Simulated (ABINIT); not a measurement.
# Si2W (I4/mmm) in ABINIT: further runs

One crystal, Si2W, is run at these levels: PBE, SOGGA, AM05; tasks: band structure.

All numbers are computed with ABINIT 10.8.3 (patched build); they aren't measurements. Logs are shortened: lines on timing, memory, paths and dates and some standing lists are left out, and cuts for length are marked. The log counts tension as positive stress, the text compression.

## (1) Starting point

It takes space group I4/mmm (No. 139, tetragonal). The conventional cell has a = 3.214 Å, b = 3.214 Å, c = 7.830 Å, α = 90.00°, β = 90.00°, γ = 90.00°. W (site symmetry 4/mmm) is surrounded by 10 Si at 2.62 Å. Si (site symmetry 4mm) is surrounded by 5 Si at 2.59 to 2.63 Å and 5 W at 2.62 Å.

## (2) Band structure, PBE

Input file run.abi:

```
ndtset 2

pp_dirpath "./"
pseudos "W.GGA_PBE-JTH.xml, Si.GGA_PBE-JTH.xml"

acell 3*1.0 Angstrom
rprim
    -1.6069000000     1.6069000000     3.9149500000
     1.6069000000    -1.6069000000     3.9149500000
     1.6069000000     1.6069000000    -3.9149500000
ntypat 2
znucl 74 14
natom 3
typat 1 2 2
xred
     0.0000000000     0.0000000000     0.0000000000
     0.6653000000     0.6653000000     0.0000000000
     0.3347000000     0.3347000000     0.0000000000

ecut 16.0
pawecutdg 32.0

ixc 11

occopt 3
tsmear 0.05 eV

nstep 100

iomode 3
prtwf 0
prteig 0
prtebands 0
enunit 1
prtden1 1

kptopt1 1
ngkpt1 12 12 12
nshiftk1 1
shiftk1 0.0 0.0 0.0
nband1 15
tolvrs1 1.0e-9

iscf2 -2
getden2 1
nband2 21
nbdbuf2 4
tolwfr2 1.0e-11
kptopt2 -10
ndivsm2 6
prteig2 1
prtvol2 -3
kptbounds2
     0.0000000000     0.0000000000     0.0000000000
     0.0000000000     0.0000000000     0.5000000000
    -0.0842355210     0.0842355210     0.5000000000
    -0.2921177605     0.2921177605     0.2921177605
     0.0000000000     0.0000000000     0.0000000000
     0.5000000000     0.5000000000    -0.5000000000
     0.2921177605     0.7078822395    -0.2921177605
     0.0000000000     0.5000000000     0.0000000000
     0.2500000000     0.2500000000     0.2500000000
     0.5000000000     0.5000000000    -0.0842355210
     0.5000000000     0.5000000000    -0.5000000000
```

Potentials or basis: JTH PAW PBE v2.0.

Started as:

```
$ abinit run.abi > log 2>&1
```

run.abo:

```text
.Version 10.8.3 of ABINIT
 DATASET    1 : space group I4/m m m (#139); Bravais tI (body-center tetrag.)
================================================================================
 Values of the parameters that define the memory need for DATASET  1.
     intxc =       0    ionmov =       0      iscf =      17    lmnmax =      18
     lnmax =       6     mgfft =      32  mpssoang =       3    mqgrid =    3001
     natom =       3  nloc_mem =       2    nspden =       1   nspinor =       1
    nsppol =       1      nsym =      16    n1xccc =       1    ntypat =       2
    occopt =       3   xclevel =       2
       mpw =         849          nfft =       32768          nkpt =         163
 PAW method is used; the additional fine FFT grid is defined by:
   mgfftf=        45    nfftf =     91125
================================================================================
================================================================================

 DATASET    2 : space group I4/m m m (#139); Bravais tI (body-center tetrag.)
================================================================================
 Values of the parameters that define the memory need for DATASET  2.
     intxc =       0    ionmov =       0      iscf =      -2    lmnmax =      18
     lnmax =       6     mgfft =      32  mpssoang =       3    mqgrid =    3001
     natom =       3  nloc_mem =       2    nspden =       1   nspinor =       1
    nsppol =       1      nsym =      16    n1xccc =       1    ntypat =       2
    occopt =       3   xclevel =       2
       mpw =         857          nfft =       32768          nkpt =         213
 PAW method is used; the additional fine FFT grid is defined by:
   mgfftf=        45    nfftf =     91125
================================================================================
================================================================================

--------------------------------------------------------------------------------
------------- Echo of variables that govern the present computation ------------
--------------------------------------------------------------------------------
 -outvars: echo values of preprocessed input variables --------
            acell      1.8897261259E+00  1.8897261259E+00  1.8897261259E+00 Bohr
              amu      1.83850000E+02  2.80855000E+01
             ecut      1.60000000E+01 Hartree
           enunit           1
           getden1          0
           getden2          1
             iscf1         17
             iscf2         -2
              ixc          11
           jdtset        1    2
           kptopt1          1
           kptopt2        -10
         kptrlatt       12    0    0      0   12    0      0    0   12
          kptrlen1     7.28784219E+01
          kptrlen2     3.00000000E+01
            natom           3
            nband1         15
            nband2         21
           nbdbuf1          0
           nbdbuf2          4
           ndtset           2
           ndivsm1          0
           ndivsm2          6
            ngfft          32      32      32
          ngfftdg          45      45      45
             nkpt1        163
             nkpt2        213
            nstep         100
             nsym          16
           ntypat           2
           occopt           3
        pawecutdg      3.20000000E+01 Hartree
         pawxcdev           0
        prtebands           0
           prteig1          0
           prteig2          1
           prtvol1          0
           prtvol2         -3
            prtwf           0
            rprim     -1.6069000000E+00  1.6069000000E+00  3.9149500000E+00
                       1.6069000000E+00 -1.6069000000E+00  3.9149500000E+00
                       1.6069000000E+00  1.6069000000E+00 -3.9149500000E+00
           shiftk1     0.00000000E+00  0.00000000E+00  0.00000000E+00
           shiftk2     5.00000000E-01  5.00000000E-01  5.00000000E-01
          spgroup         139
           tolvrs1     1.00000000E-09
           tolvrs2     0.00000000E+00
           tolwfr1     0.00000000E+00
           tolwfr2     1.00000000E-11
           tsmear      1.83746611E-03 Hartree
            typat      1  2  2
           useylm           1
[... 276 lines left out ...]
  2.5890E-01  2.7466E-01  2.9211E-01  2.9211E-01  4.1965E-01  4.9806E-01
  5.0733E-01  5.1025E-01  5.1025E-01  5.6748E-01  6.0677E-01  6.0677E-01
  7.1437E-01  9.1210E-01  9.3079E-01
 Non-SCF case, kpt    2 (  0.00000  0.00000  0.01389), residuals and eigenvalues=
  9.44E-12  9.08E-12  9.03E-12  9.84E-12  1.99E-12  3.34E-12  5.47E-12  9.89E-12
  8.07E-12  6.02E-12  6.99E-12  6.66E-12  9.02E-12  6.44E-12  5.68E-12  4.82E-12
[... 1679 lines left out ...]
  4.47E-12  9.13E-12  3.61E-12  2.40E-12  9.77E-12  5.99E-12  9.07E-12  5.30E-12
  8.85E-12  9.33E-12  9.14E-12  9.77E-08  2.02E-05
 -2.3181E+00 -1.0050E+00 -1.0039E+00 -1.0039E+00 -3.7267E-02 -8.9774E-03
  2.5546E-01  3.0175E-01  3.6517E-01  3.6561E-01  3.7835E-01  3.7856E-01
  4.2643E-01  5.6286E-01  5.7650E-01  6.2579E-01  6.8378E-01  7.2207E-01
  7.2775E-01  7.4264E-01  7.4914E-01
 Non-SCF case, kpt  213 (  0.50000  0.50000 -0.50000), residuals and eigenvalues=
  7.93E-12  6.58E-12  5.65E-12  9.70E-12  4.81E-12  9.47E-12  6.49E-12  9.37E-12
  3.44E-12  7.59E-12  7.90E-12  9.86E-12  5.99E-12  3.67E-12  7.93E-12  7.63E-12
  7.89E-12  7.30E-12  7.82E-12  2.10E-07  9.17E-12
 -2.3181E+00 -1.0050E+00 -1.0038E+00 -1.0038E+00 -3.7414E-02 -9.2372E-03
  2.5572E-01  3.0259E-01  3.6539E-01  3.6539E-01  3.7864E-01  3.7864E-01
  4.2600E-01  5.6239E-01  5.7578E-01  6.2569E-01  6.8909E-01  7.2155E-01
  7.2155E-01  7.4464E-01  7.5256E-01

--- !ResultsGS
iteration_state: {dtset: 2, }
comment   : Summary of ground state results
lattice_vectors:
- [ -3.0366009,   3.0366009,   7.3981833, ]
- [  3.0366009,  -3.0366009,   7.3981833, ]
- [  3.0366009,   3.0366009,  -7.3981833, ]
lattice_lengths: [   8.55424,    8.55424,    8.55424, ]
lattice_angles: [138.415, 138.415,  60.268, ] # degrees, (23, 13, 12)
lattice_volume:   2.7287297E+02
convergence: {deltae:  0.000E+00, res2:  0.000E+00, residm:  9.994E-12, diffor:  0.000E+00, }
etotal    :  -7.70420587E+01
entropy   :   0.00000000E+00
fermie    :   3.97456190E-01
cartesian_stress_tensor: null
pressure_GPa: null
xred      :
- [  0.0000E+00,   0.0000E+00,   0.0000E+00,  W]
- [  6.6530E-01,   6.6530E-01,  -3.0233E-17, Si]
- [  3.3470E-01,   3.3470E-01,  -1.5210E-17, Si]
cartesian_forces: null
force_length_stats: {min: null, max: null, mean: null, }
...

 Integrated electronic density in atomic spheres:
 ------------------------------------------------
 Atom  Sphere_radius  Integrated_density
    1        2.41189         11.85957091
    2        1.90945          1.55560458
    3        1.90945          1.55560458

================================================================================

 ----iterations are completed or convergence reached----

 Mean square residual over all n,k,spin=   67.891E-13; max=  99.937E-13
 reduced coordinates (array xred) for    3 atoms
       0.000000000000      0.000000000000      0.000000000000
       0.665300000000      0.665300000000     -0.000000000000
       0.334700000000      0.334700000000     -0.000000000000

 cartesian coordinates (angstrom) at end:
    1      0.00000000000000     0.00000000000000     0.00000000000000
    2     -0.00000000000000    -0.00000000000000     5.20923247000000
    3     -0.00000000000000    -0.00000000000000     2.62066753000000
 length scales=  1.889726125908  1.889726125908  1.889726125908 bohr
              =  1.000000000000  1.000000000000  1.000000000000 angstroms
 Eigenvalues (   eV  ) for nkpt= 213  k points:
 kpt#   1, nband= 21, wtk=  1.00000, kpt=  0.0000  0.0000  0.0000 (reduced coord)
 -63.07967  -27.32975  -27.31497  -27.31497   -3.29567    3.93459    7.04503    7.47384
   7.94882    7.94882   11.41924   13.55293   13.80507   13.88457   13.88457   15.44204
  16.51092   16.51092   19.43888   24.81955   25.32821
 kpt#   2, nband= 21, wtk=  1.00000, kpt=  0.0000  0.0000  0.0139 (reduced coord)
 -63.07964  -27.32967  -27.31537  -27.31532   -3.28937    3.94038    7.01351    7.47517
   7.93139    7.98178   11.38321   13.54153   13.82596   13.88947   13.89208   15.44320
  16.51613   16.53154   19.47390   24.54414   25.21444
 kpt#   3, nband= 21, wtk=  1.00000, kpt=  0.0000  0.0000  0.0278 (reduced coord)
 -63.07955  -27.32943  -27.31658  -27.31638   -3.27048    3.95771    6.93056    7.47919
   7.88006    8.06880   11.27851   13.50897   13.88713   13.90404   13.91346   15.44566
  16.53231   16.59184   19.57755   24.04748   25.05704
 kpt#   4, nband= 21, wtk=  1.00000, kpt=  0.0000  0.0000  0.0417 (reduced coord)
 -63.07941  -27.32903  -27.31857  -27.31814   -3.23907    3.98642    6.81737    7.48593
   7.79747    8.18789   11.11400   13.45967   13.92794   13.94600   13.98429   15.44676
  16.56113   16.68748   19.74576   23.50232   24.89099
 kpt#   5, nband= 21, wtk=  1.00000, kpt=  0.0000  0.0000  0.0556 (reduced coord)
[... 821 lines left out ...]
   9.89211    9.99624   10.23473   10.28585   11.68939   15.41723   15.84105   17.05039
  18.02252   19.75559   19.75927   20.03792   20.58141
 kpt# 211, nband= 21, wtk=  1.00000, kpt=  0.5000  0.5000 -0.4723 (reduced coord)
 -63.07930  -27.34586  -27.31758  -27.31748   -1.00207   -0.22312    6.93050    8.14404
   9.91952    9.96692   10.27250   10.29529   11.63795   15.35423   15.74524   17.03630
  18.32337   19.69080   20.11620   20.11943   20.15935
 kpt# 212, nband= 21, wtk=  1.00000, kpt=  0.5000  0.5000 -0.4861 (reduced coord)
 -63.07941  -27.34628  -27.31648  -27.31644   -1.01408   -0.24429    6.95135    8.21112
   9.93683    9.94888   10.29548   10.30119   11.60388   15.31610   15.68724   17.02851
  18.60658   19.64856   19.80322   20.20816   20.38511
 kpt# 213, nband= 21, wtk=  1.00000, kpt=  0.5000  0.5000 -0.5000 (reduced coord)
 -63.07946  -27.34650  -27.31612  -27.31612   -1.01809   -0.25136    6.95838    8.23395
   9.94278    9.94278   10.30320   10.30320   11.59192   15.30334   15.66782   17.02603
  18.75106   19.63432   19.63432   20.26279   20.47827

== END DATASET(S) ==============================================================
================================================================================

 -outvars: echo values of variables after computation  --------
            acell      1.8897261259E+00  1.8897261259E+00  1.8897261259E+00 Bohr
           etotal1    -7.7042058698E+01
            fcart1     7.2280144832E-20 -1.4456028966E-19 -0.0000000000E+00
                       3.3597750041E-20 -4.0008311895E-19  1.5318730817E-03
                      -1.0587789487E-19  5.4464340862E-19 -1.5318730817E-03
            rprim     -1.6069000000E+00  1.6069000000E+00  3.9149500000E+00
                       1.6069000000E+00 -1.6069000000E+00  3.9149500000E+00
                       1.6069000000E+00  1.6069000000E+00 -3.9149500000E+00
           strten1    -9.3508135732E-05 -9.3508135732E-05 -1.1400781517E-04
                       0.0000000000E+00  0.0000000000E+00  0.0000000000E+00
           xangst      0.0000000000E+00  0.0000000000E+00  0.0000000000E+00
                      -3.8735518488E-17 -5.8426343193E-17  5.2092324700E+00
                      -3.4285571006E-17 -1.4594746301E-17  2.6206675300E+00
             xred      0.0000000000E+00  0.0000000000E+00  0.0000000000E+00
                       6.6530000000E-01  6.6530000000E-01 -3.0232703243E-17
                       3.3470000000E-01  3.3470000000E-01 -1.5209508155E-17
 Calculation completed.
```

Wall time 7.1 min (1 thread of Arm Neoverse V1, shared host); peak memory 0.17 GiB.

What came out:

```
Free energy                                           : -2096.4212 eV
Pressure                                              : 3.0 GPa
Largest force                                         : 0.079 eV/Å
Band gap on the k mesh                                : none (metal or under the smearing width)
Valence electrons inside the program's atomic spheres : W 11.86; Si 1.56
```

Forces in eV/Å, atoms in the order of the input:
```
W    0.000  0.000  0.000
Si   0.000  0.000  0.079
Si   0.000  0.000 -0.079
```

Stress tensor (GPa, compression positive):
```
2.75 0.00 0.00
0.00 2.75 0.00
0.00 0.00 3.35
```

Levels at the corners of the path, in eV from the Fermi level:
```
point  band 8  band 9  band 10  band 11  band 12  band 13  band 14  band 15
    Γ   -3.34   -2.87    -2.87     0.60     2.74     2.99     3.07     3.07
    X   -5.52   -5.04    -3.27    -1.78     2.79     2.96     3.13     3.92
    Y   -5.15   -4.11    -3.13    -2.34     1.96     2.13     3.03     5.16
    S   -3.07   -2.72    -2.49    -0.32     1.80     2.53     3.56     4.39
    Γ   -3.34   -2.87    -2.87     0.60     2.74     2.99     3.07     3.07
    Z   -2.58   -0.87    -0.87    -0.51    -0.51     0.78     4.49     4.85
   S1   -3.07   -2.72    -2.49    -0.32     1.80     2.53     3.56     4.39
    N   -4.89   -2.82    -2.78    -0.44     2.69     2.79     3.94     4.41
    P   -6.61   -3.05    -2.45    -2.45     0.06     2.96     3.62     4.12
   Y1   -5.15   -4.11    -3.13    -2.34     1.96     2.13     3.03     5.16
    Z   -2.58   -0.87    -0.87    -0.51    -0.51     0.78     4.49     4.85
```

Caveat: spin-orbit coupling is left out, which moves the levels of the heavy elements.

(Continued in part 2 of 2.)
